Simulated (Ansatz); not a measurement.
Crystal: ZrC.

```
Zr C
1.0
     0.00000    2.36500    2.36500
     2.36500    0.00000    2.36500
     2.36500    2.36500    0.00000
Zr C
1 1
Direct
  0.50000 0.50000 0.50000
  0.00000 0.00000 0.00000
```

Base run:

| Item | Value |
| --- | --- |
| Program | Ansatz 0.2.0 |
| Functional | LDA |
| Potentials or basis | Ansatz PAW |
| Cutoff | 420 eV (not typed: the program's choice for these potentials) |
| k mesh | 10 × 10 × 10 |
| Occupations | fermi-dirac, width 0.05 eV |
| Spin | no spin polarisation |

Its results: band gap on the k mesh none (metal or under the smearing width); pressure -12.5 GPa.

Task: After a change of settings the same cell gave: band gap on the k mesh none (metal or under the smearing width); pressure -8.5 GPa. Which change was it?
A. functional from LDA to PBEsol
B. functional from LDA to revPBE
C. k mesh from 10 × 10 × 10 to 7 × 7 × 7; spin from no spin polarisation to spin-orbit coupling, no magnetisation; potential files from those of the base run to others of the same set
D. functional from LDA to RPBE

Result: A.

PBEsol binds less tightly than LDA, so the same cell stands under more pressure.

Caveats: the PAW data sets come from PBE, with cores solved anew for the run's functional, which leaves a small shift of forces and pressure.

Runs at the PBE level aren't shown here.
